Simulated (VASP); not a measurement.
# As (R-3m) in VASP: further runs

One crystal, As, is run at these levels: PBEsol; tasks: single point.

All numbers are computed with VASP 6.6.1; they aren't measurements. Logs are shortened: lines on timing, memory, paths and dates and some standing lists are left out, and cuts for length are marked.

### 1 The crystal as given

Symmetry: R-3m, No. 166, trigonal system. The conventional cell has a = 3.789 Å, b = 3.789 Å, c = 10.085 Å, α = 90.00°, β = 90.00°, γ = 120.00°. Around As (site symmetry 3m) lie 3 As at 2.54 Å.

### 2 Single point, PBEsol

File INCAR:

```
SYSTEM = As
  ALGO = Normal
  EDIFF = 1E-6
  ENCUT = 700
  GGA = PS
  ISIF = 2
  ISMEAR = 0
  LASPH = .True.
  LCHARG = .False.
  LREAL = .False.
  LWAVE = .False.
  NBANDS = 12
  NELM = 80
  PREC = Accurate
  SIGMA = 0.1
```

File KPOINTS:

```
k-points
0
Gamma
  15 15 15
  0 0 0
```

File POSCAR:

```
As
1.0
    1.8943900000      1.0937300000      3.3616100000
   -1.8943900000      1.0937300000      3.3616100000
    0.0000000000     -2.1874500000      3.3616100000
As
2
Direct
    0.2305600000      0.2305600000      0.2305600000
    0.7694400000      0.7694400000      0.7694400000
```

Potentials or basis: VASP PAW PBE potentials, release 64 (As).

Run with:

```sh
cat potpaw_PBE.64/As/POTCAR > POTCAR
mpirun -np 1 vasp_std > vasp.out
```

OUTCAR:

```text
SYSTEM = As
   EDIFF = 1E-6
   ENCUT = 700
   GGA = PS
   ISIF = 2
   ISMEAR = 0
   LASPH = .True.
   LREAL = .False.
   NELM = 80
   PREC = Accurate

 ion  position               nearest neighbor table
   1  0.231  0.231  0.231-   2 2.54   2 2.54   2 2.54
   2  0.769  0.769  0.769-   1 2.54   1 2.54   1 2.54

  LATTYP: Found a trigonal (rhomboedric) cell.
 ALAT       =     4.0106583720
 COS(alpha) =     0.5537915596

  Lattice vectors:

 A1 = (   1.8943900000,   1.0937300000,   3.3616100000)
 A2 = (  -1.8943900000,   1.0937300000,   3.3616100000)
 A3 = (   0.0000000000,  -2.1874500000,   3.3616100000)

Analysis of symmetry for initial positions (statically):
=====================================================================
 Subroutine PRICEL returns:
 Original cell was already a primitive cell.

 Routine SETGRP: Setting up the symmetry group for a
 trigonal (rhombohedral) supercell.

 Subroutine GETGRP returns: Found 12 space group operations
 (whereof 12 operations were pure point group operations)
 out of a pool of 12 trial point group operations.

The static configuration has the point symmetry D_3d.

Analysis of symmetry for dynamics (positions and initial velocities):
=====================================================================
 Subroutine PRICEL returns:
 Original cell was already a primitive cell.

 Routine SETGRP: Setting up the symmetry group for a
 trigonal (rhombohedral) supercell.

 Subroutine GETGRP returns: Found 12 space group operations
 (whereof 12 operations were pure point group operations)
 out of a pool of 12 trial point group operations.

The dynamic configuration has the point symmetry D_3d.

 Subroutine INISYM returns: Found 12 space group operations
 (whereof 12 operations are pure point group operations),
 and found     1 'primitive' translations

----------------------------------------------------------------------------------------

                                     Primitive cell

  volume of cell :      41.7904

  direct lattice vectors                    reciprocal lattice vectors
     1.894390000  1.093730000  3.361610000     0.263937204  0.152384203  0.099158684
    -1.894390000  1.093730000  3.361610000    -0.263937204  0.152384203  0.099158684
     0.000000000 -2.187450000  3.361610000     0.000000000 -0.304768406  0.099159138

  length of vectors
     4.010658372  4.010658372  4.010655719     0.320493741  0.320493741  0.320493863

  position of ions in fractional coordinates (direct lattice)
     0.230560000  0.230560000  0.230560000
[... 90 lines left out ...]
   NUPDOWN=      -1.0000    fix difference up-down
   EMIN   =  10.00;   EMAX   =-10.00  energy-range for DOS
   EFERMI =   0.00;   METHOD = LEGACY
   ISMEAR =     0;   SIGMA  =   0.10  broadening in eV -4-tet -1-fermi 0-gaus
   EFERMI_NEDOS =   21; number of points for ismear=-14 and -15
   IALGO  =     38    algorithm
   IMIX   =      4    mixing-type and parameters
     AMIX     =   0.40;   BMIX     =  1.00
     AMIX_MAG =   1.60;   BMIX_MAG =  1.00
  volume/ion in A,a.u.               =      20.90       141.01
  Fermi-wavevector in a.u.,A,eV,Ry     =   1.016364  1.920649 14.054759  1.032996
  Thomas-Fermi vector in A             =   2.149703
   LORBIT       =      0    0 simple, 1 ext, 2 COOP (PROOUT), +10 PAW based schemes
   GGA     = PS    functional components
   LHFCALC =     F    Hartree Fock is set to
   AEXX    =    0.0000 exact exchange contribution
   IVDW    =     0    specifies the selected vdW correction
   LEPSILON=     F    determine dielectric tensor
   LRPA    =     F    only Hartree local field effects (RPA)
 non-spin polarized calculation
 Gauss-broadening in eV      SIGMA  =   0.10
  energy-cutoff  :      700.00
  volume of cell :       41.79
 maximum number of plane-waves:      1779
   NGX = 17   NGY = 17   NGZ = 17

 number of electron      10.0000000 magnetization

 Free energy of the ion-electron system (eV)
  ---------------------------------------------------
  ext. energy  EPLUGINS =         0.00000000
  ---------------------------------------------------
  free energy    TOTEN  =       -10.21522815 eV

  energy without entropy =      -10.21463367  energy(sigma->0) =      -10.21493091

 E-fermi :   5.6048     XC(G=0): -10.2651

 val. band max:        5.5919954165   @ k =   0.4000   0.2667   0.2667
 cond. band min:       5.6175582457   @ k =   0.3333   0.2000   0.2000
 fundamental gap:      0.0255628293
 Fermi energy:         5.6048388942

 k-point     1 :       0.0000    0.0000    0.0000
  band No.  band energies     occupation
      1      -9.5154      2.00000
      2       0.0470      2.00000
      3       3.2476      2.00000
      4       3.5428      2.00000
      5       3.5428      2.00000
      6       7.7331      0.00000
      7       8.7426      0.00000
      8       8.7426      0.00000
      9      12.0340      0.00000
     10      12.0340      0.00000
     11      12.4316      0.00000
     12      14.1107      0.00000
[... 331 lines left out ...]
 k-point    24 :       0.2000    0.1333    0.0000
  band No.  band energies     occupation
      1      -9.0068      2.00000
      2      -1.4965      2.00000
      3       2.3999      2.00000
      4       2.8269      2.00000
      5       4.8559      2.00000
      6       6.6185      0.00000
      7       8.2231      0.00000
      8       9.2005      0.00000
      9      10.8829      0.00000
     10      12.7056      0.00000
     11      13.3506      0.00000
     12      15.0247      0.00000

 [... further k-points ...]

------------------------ aborting loop because EDIFF is reached ----------------------------------------

  FORCE on cell =-STRESS in cart. coord.  units (eV):
  Direction    XX          YY          ZZ          XY          YZ          ZX
  --------------------------------------------------------------------------------------
  -------------------------------------------------------------------------------------
  Total       -0.0021542     -0.0021542      0.0080076      0.0000000      0.0000000     -0.0000000
  in kB       -0.0825881     -0.0825881      0.3069968      0.0000000      0.0000003     -0.0000000
  external PRESSURE =       0.0472735 kB  Pullay stress =       0.0000000 kB

 VOLUME and BASIS-vectors are now :
 -----------------------------------------------------------------------------
  energy-cutoff  :      700.00
  volume of cell :       41.79
      direct lattice vectors                 reciprocal lattice vectors
     1.894390000  1.093730000  3.361610000     0.263937204  0.152384203  0.099158684
    -1.894390000  1.093730000  3.361610000    -0.263937204  0.152384203  0.099158684
     0.000000000 -2.187450000  3.361610000     0.000000000 -0.304768406  0.099159138

 POSITION                                       TOTAL-FORCE (eV/Angst)
 -----------------------------------------------------------------------------------
      0.00000      0.00000      2.32516         0.000000     -0.000000     -0.001561
      0.00000      0.00001      7.75967         0.000000      0.000000      0.001561
 -----------------------------------------------------------------------------------
    total drift:                               -0.000000     -0.000000      0.000000

  FREE ENERGIE OF THE ION-ELECTRON SYSTEM (eV)
  ---------------------------------------------------
  free  energy   TOTEN  =       -10.2152281510 eV

  energy  without entropy=      -10.2146336695  energy(sigma->0) =      -10.21493091
```

OSZICAR:

```text
N       E                     dE             d eps       ncg     rms          rms(c)
DAV:   1     0.328395974070E+02    0.32840E+02   -0.49717E+03  8264   0.879E+02
DAV:   2    -0.833391956174E+01   -0.41174E+02   -0.39248E+02 11112   0.121E+02
DAV:   3    -0.102324201188E+02   -0.18985E+01   -0.18863E+01 10412   0.267E+01
DAV:   4    -0.102424226401E+02   -0.10003E-01   -0.10001E-01  9348   0.210E+00
DAV:   5    -0.102424444682E+02   -0.21828E-04   -0.21828E-04 10428   0.112E-01    0.333E+00
DAV:   6    -0.102251580389E+02    0.17286E-01   -0.40458E-03  9364   0.368E-01    0.198E+00
DAV:   7    -0.102151868282E+02    0.99712E-02   -0.93411E-03  9460   0.567E-01    0.682E-02
DAV:   8    -0.102152166736E+02   -0.29845E-04   -0.24273E-04  9792   0.972E-02    0.217E-02
DAV:   9    -0.102152287955E+02   -0.12122E-04   -0.21013E-05 10136   0.283E-02    0.922E-03
DAV:  10    -0.102152281510E+02    0.64452E-06   -0.19847E-06  7356   0.772E-03
   1 F= -.10215228E+02 E0= -.10214931E+02  d E =-.594481E-03
```

Run time: 1.9 min. Hardware: 1 thread of AMD EPYC 9R45 (Zen 5), shared host; peak memory 0.34 GiB.

Results:

```yaml
Free_energy: -10.2152 eV
Pressure: 0.0 GPa
Band_gap_on_the_k_mesh: none (metal or under the smearing width)
```

Caveat: the PAW data sets were made with another functional, which shifts forces and pressure a little.

### 3 Single point, PBEsol

INCAR, as its differences from that of step 2:

```diff
@@ -3,3 +3,3 @@
   EDIFF = 1E-6
-  ENCUT = 700
+  ENCUT = 520
   GGA = PS
```

File KPOINTS:

```
k-points
0
Gamma
  21 21 21
  0 0 0
```

POSCAR is that of step 2.

Potentials or basis: VASP PAW PBE potentials, release 64 (As).

Run with:

```sh
cat potpaw_PBE.64/As/POTCAR > POTCAR
mpirun -np 1 vasp_std > vasp.out
```

Run time: 2.6 min. Hardware: 1 thread of AMD EPYC 9R45 (Zen 5), shared host; peak memory 0.44 GiB.

It converged, with:

```yaml
Free_energy: -10.2138 eV
Pressure: 0.0 GPa
Largest_force: 0.012 eV/Å
Band_gap_on_the_k_mesh: none (metal or under the smearing width)
```

Forces on the atoms (eV/Å):
```
As   0.000  0.000 -0.012
As   0.000  0.000  0.012
```

Levels at points of the mesh, in eV from the Fermi level:
```tsv
k point	band 3	band 4	band 5	band 6	band 7	band 8
(0.00, 0.00, 0.00)	-2.36	-2.07	-2.07	2.12	3.13	3.13
```

Caveat: the PAW data sets were made with another functional, which shifts forces and pressure a little.

### 4 Single point, PBEsol

INCAR, as its differences from that of step 3:

```diff
@@ -14,2 +14,2 @@
   PREC = Accurate
-  SIGMA = 0.1
+  SIGMA = 0.5
```

File KPOINTS:

```
k-points
0
Gamma
  15 15 15
  0 0 0
```

POSCAR is that of step 3.

Run with:

```sh
cat potpaw_PBE.64/As/POTCAR > POTCAR
mpirun -np 1 vasp_std > vasp.out
```

It took 64 s on 1 thread of AMD EPYC 9R45 (Zen 5), shared host; peak memory 0.24 GiB.

The run converged. Its results:

```
Free energy            : -10.2308 eV
Pressure               : 0.0 GPa
Largest force          : 0.020 eV/Å
Band gap on the k mesh : none (metal or under the smearing width)
```

Forces in eV/Å, atoms in the order of the input:
```
As   0.000  0.000  0.020
As   0.000  0.000 -0.020
```

Stress tensor (GPa, compression positive):
```
-0.10  0.00  0.00
 0.00 -0.10  0.00
 0.00  0.00  0.22
```

Levels at points of the mesh, in eV from the Fermi level:
```csv
k point,band 1,band 2,band 3,band 4,band 5,band 6,band 7,band 8,band 9,band 10
"(0.00, 0.00, 0.00)",-15.09,-5.53,-2.33,-2.03,-2.03,2.16,3.17,3.17,6.46,6.46
```

Caveat: the PAW data sets were made with another functional, which shifts forces and pressure a little.

### 5 The runs side by side

```tsv
k mesh	cutoff (eV)	smearing	gap on the mesh (eV)	pressure (GPa)	largest force (eV/Å)
15 × 15 × 15	700	gaussian 0.1 eV	none	0.0	-
21 × 21 × 21	520	gaussian 0.1 eV	none	0.0	0.01
15 × 15 × 15	520	gaussian 0.5 eV	none	0.0	0.02
```

Alike in all rows: task single point; level PBEsol; potentials or basis VASP PAW PBE potentials, release 64 (As); no spin polarisation; cell as given.

Every run on the cell as given and a fine mesh finds a metal.

Caveats: the PAW data sets were made with another functional, which shifts forces and pressure a little.

Total energies depend on the potentials used, so only differences within one code and one set of settings carry meaning.
